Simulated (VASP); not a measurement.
# Al in VASP: relaxation of the atoms with PBE

Aim: the relaxation of the atoms of Al with PBE.

All numbers are computed with VASP 6.6.1; they aren't measurements. Logs are shortened: lines on timing, memory, paths and dates and some standing lists are left out, and cuts for length are marked.

## Step 1: The structure

The cell holds a slab with vacuum, 3 atoms: a = 2.912 Å, b = 2.912 Å, c = 21.989 Å, α = 90.00°, β = 90.00°, γ = 90.00°.

The cell was built by a generator and needn't be a form met in nature.

## Step 2: Relaxation of the atoms, PBE

Contents of INCAR:

```
SYSTEM = Al
PREC = Accurate
ENCUT = 520
EDIFF = 1E-7
ISMEAR = 1
SIGMA = 0.1
LREAL = .False.
LASPH = .True.
NELM = 120
ALGO = Normal
ISIF = 2
LWAVE = .False.
LCHARG = .False.
LDIPOL = .True.
IDIPOL = 3
DIPOL = 0.5 0.5 0.500
GGA = PE
IBRION = 2
NSW = 90
EDIFFG = -0.02
KPAR = 2
```

Contents of KPOINTS:

```
regular mesh
0
Gamma
  11 11 1
  0 0 0
```

Contents of POSCAR:

```
Al
1.0
    2.9124880100      0.0000000000      0.0000000000
    0.0000000000      2.9124880100      0.0000000000
    0.0000000000      0.0000000000     21.9889459200
Al
3
Direct
    0.5000000000      0.5000000000      0.4097258700
    0.0000000000      0.0000000000      0.5000000000
    0.5000000000      0.5000000000      0.5902741300
```

Potentials or basis: VASP PAW PBE potentials, release 64 (Al).

The run is started by

```
$ cat potpaw_PBE.64/Al/POTCAR > POTCAR
$ mpirun -np 2 vasp_std > vasp.out
```

OUTCAR:

```text
SYSTEM = Al
   PREC = Accurate
   ENCUT = 520
   EDIFF = 1E-7
   ISMEAR = 1
   LREAL = .False.
   LASPH = .True.
   NELM = 120
   ISIF = 2
   GGA = PE
   IBRION = 2
   NSW = 90
   EDIFFG = -0.02

 ion  position               nearest neighbor table
   1  0.500  0.500  0.410-   2 2.86   2 2.86   2 2.86   2 2.86
   2  0.000  0.000  0.500-   1 2.86   3 2.86   1 2.86   3 2.86   1 2.86   3 2.86   1 2.86   3 2.86

   3  0.500  0.500  0.590-   2 2.86   2 2.86   2 2.86   2 2.86

  LATTYP: Found a simple tetragonal cell.
 ALAT       =     2.9124880100
 C/A-ratio  =     7.5498837573

  Lattice vectors:

 A1 = (   2.9124880100,   0.0000000000,   0.0000000000)
 A2 = (   0.0000000000,   2.9124880100,   0.0000000000)
 A3 = (   0.0000000000,   0.0000000000,  21.9889459200)

Analysis of symmetry for initial positions (statically):
=====================================================================
 Subroutine PRICEL returns:
 Original cell was already a primitive cell.

 Routine SETGRP: Setting up the symmetry group for a
 simple tetragonal supercell.

 Subroutine GETGRP returns: Found 16 space group operations
 (whereof 16 operations were pure point group operations)
 out of a pool of 16 trial point group operations.

The static configuration has the point symmetry D_4h.

Analysis of symmetry for dynamics (positions and initial velocities):
=====================================================================
 Subroutine PRICEL returns:
 Original cell was already a primitive cell.

 Routine SETGRP: Setting up the symmetry group for a
 simple tetragonal supercell.

 Subroutine GETGRP returns: Found 16 space group operations
 (whereof 16 operations were pure point group operations)
 out of a pool of 16 trial point group operations.

The dynamic configuration has the point symmetry D_4h.

 Subroutine INISYM returns: Found 16 space group operations
 (whereof 16 operations are pure point group operations),
 and found     1 'primitive' translations

----------------------------------------------------------------------------------------

                                     Primitive cell

[... 104 lines left out ...]
   EFERMI_NEDOS =   21; number of points for ismear=-14 and -15
   IALGO  =     38    algorithm
   IMIX   =      4    mixing-type and parameters
     AMIX     =   0.40;   BMIX     =  1.00
     AMIX_MAG =   1.60;   BMIX_MAG =  1.00
  volume/ion in A,a.u.               =      62.17       419.57
  Fermi-wavevector in a.u.,A,eV,Ry     =   0.595998  1.126273  4.832974  0.355214
  Thomas-Fermi vector in A             =   1.646176
   LORBIT       =      0    0 simple, 1 ext, 2 COOP (PROOUT), +10 PAW based schemes
   GGA     = PE    functional components
   LHFCALC =     F    Hartree Fock is set to
   AEXX    =    0.0000 exact exchange contribution
   IVDW    =     0    specifies the selected vdW correction
   LEPSILON=     F    determine dielectric tensor
   LRPA    =     F    only Hartree local field effects (RPA)
 conjugate gradient relaxation of ions
 non-spin polarized calculation
 Methfessel and Paxton  Order N= 1 SIGMA  =   0.10
  energy-cutoff  :      520.00
  volume of cell :      186.52
 maximum number of plane-waves:      5081
 NGX is ok and might be reduce to    24
   NGX = 11   NGY = 11   NGZ = 81

--------------------------------------- Ionic step        1  -------------------------------------------

 number of electron       9.0000000 magnetization

 Free energy of the ion-electron system (eV)
  ---------------------------------------------------
  ext. energy  EPLUGINS =         0.00000000
  ---------------------------------------------------
  free energy    TOTEN  =       -10.21161447 eV

  energy without entropy =      -10.21186438  energy(sigma->0) =      -10.21169777

------------------------ aborting loop because EDIFF is reached ----------------------------------------

  FORCE on cell =-STRESS in cart. coord.  units (eV):
  Direction    XX          YY          ZZ          XY          YZ          ZX
  --------------------------------------------------------------------------------------
  -------------------------------------------------------------------------------------
  Total       -2.4415489     -2.4415489      0.6881515      0.0000000     -0.0000000      0.0000000
  in kB      -20.9721667    -20.9721667      5.9110137      0.0000000     -0.0000000      0.0000000
  external PRESSURE =     -12.0111066 kB  Pullay stress =       0.0000000 kB
[... 61 lines left out ...]
--------------------------------------- Ionic step        3  -------------------------------------------

 number of electron       9.0000000 magnetization

 dipolmoment           0.000000      0.000000     -0.000000 electrons x Angstroem

 Free energy of the ion-electron system (eV)
  ---------------------------------------------------
  ext. energy  EPLUGINS =         0.00000000
  ---------------------------------------------------
  free energy    TOTEN  =       -10.21748119 eV

  energy without entropy =      -10.21769429  energy(sigma->0) =      -10.21755222

 E-fermi :  -1.0205     XC(G=0):  -3.6749

 val. band max:       -1.0659175418   @ k =   0.4545   0.4545   0.0000
 cond. band min:      -0.9657654160   @ k =   0.3636   0.2727   0.0000
 fundamental gap:      0.1001521257
 Fermi energy:        -1.0204572056

 k-point     1 :       0.0000    0.0000    0.0000
  band No.  band energies     occupation
      1     -11.1014      2.00000
      2      -8.8711      2.00000
      3      -5.5472      2.00000
      4      -2.5787      2.00000
      5       1.2082      0.00000
      6       2.8621      0.00000
      7       3.3252      0.00000
      8       4.3699      0.00000
[... 210 lines left out ...]
 k-point    21 :       0.4545    0.4545    0.0000
  band No.  band energies     occupation
      1      -4.1555      2.00000
      2      -3.1425      2.00000
      3      -2.0252      2.00000
      4      -1.8895      2.00000
      5      -1.0659      1.68831
      6      -0.8496     -0.03635
      7       0.2935     -0.00000
      8       1.0911      0.00000

------------------------ aborting loop because EDIFF is reached ----------------------------------------

 vacuum level on the upper side and lower side of the slab       (xc-potential included)        -0.090        -0.090

  FORCE on cell =-STRESS in cart. coord.  units (eV):
  Direction    XX          YY          ZZ          XY          YZ          ZX
  --------------------------------------------------------------------------------------
  -------------------------------------------------------------------------------------
  Total       -2.4375964     -2.4375964      0.0134906      0.0000000     -0.0000000      0.0000000
  in kB      -20.9382160    -20.9382160      0.1158798      0.0000000     -0.0000000      0.0000000
  external PRESSURE =     -13.9201841 kB  Pullay stress =       0.0000000 kB
[... 18 lines left out ...]
  FREE ENERGIE OF THE ION-ELECTRON SYSTEM (eV)
  ---------------------------------------------------
  free  energy   TOTEN  =       -10.2174811902 eV

  energy  without entropy=      -10.2176942889  energy(sigma->0) =      -10.21755222

 reached required accuracy - stopping structural energy minimisation

 vacuum level on the upper side and lower side of the slab         3.315         3.315
```

CONTCAR:

```text
Al
   1.00000000000000
     2.9124880100000001    0.0000000000000000    0.0000000000000000
     0.0000000000000000    2.9124880100000001    0.0000000000000000
     0.0000000000000000    0.0000000000000000   21.9889459199999990
  Al
     3
Direct
     0.5000000000000000    0.5000000000000000    0.4082012084752213
     0.0000000000000000    0.0000000000000000    0.5000000000000000
     0.5000000000000000    0.5000000000000000    0.5917987915247788

  0.00000000E+00  0.00000000E+00  0.00000000E+00
  0.00000000E+00  0.00000000E+00  0.00000000E+00
  0.00000000E+00  0.00000000E+00  0.00000000E+00
```

Run time: 48 s. Hardware: 2 MPI ranks of Intel Xeon Platinum 8488C (Sapphire Rapids), shared host; peak memory 0.28 GiB.

What came out:

| Quantity | Value |
| --- | --- |
| Free energy | -10.2175 eV |
| Energy gained by relaxing | 2.0 meV/atom |
| Ionic steps | 3 |
| Largest force after relaxing | 0.004 eV/Å |
| Band gap on the k mesh | none (metal or under the smearing width) |

Forces on the atoms (eV/Å):
```
Al   0.000  0.000 -0.004
Al   0.000  0.000  0.000
Al   0.000  0.000  0.004
```

Step by step:
```
step  energy change (eV)  largest force (eV/Å)  pressure (GPa)
   1              0.0000                0.1737           -1.20
   2             -0.0026                0.1314           -1.25
   3             -0.0059                0.0037           -1.39
```

Final structure:
```
Al
1.0
     2.91249    0.00000    0.00000
     0.00000    2.91249    0.00000
     0.00000    0.00000   21.98895
Al
3
Cartesian
  1.4562 1.4562 8.9759
  0.0000 0.0000 10.9945
  1.4562 1.4562 13.0130
```

Levels at points of the mesh, in eV from the Fermi level:
| k point | band 1 | band 2 | band 3 | band 4 | band 5 | band 6 | band 7 | band 8 |
| --- | --- | --- | --- | --- | --- | --- | --- | --- |
| (0.00, 0.00, 0.00) | -10.08 | -7.85 | -4.53 | -1.56 | 2.23 | 3.88 | 4.35 | 5.39 |
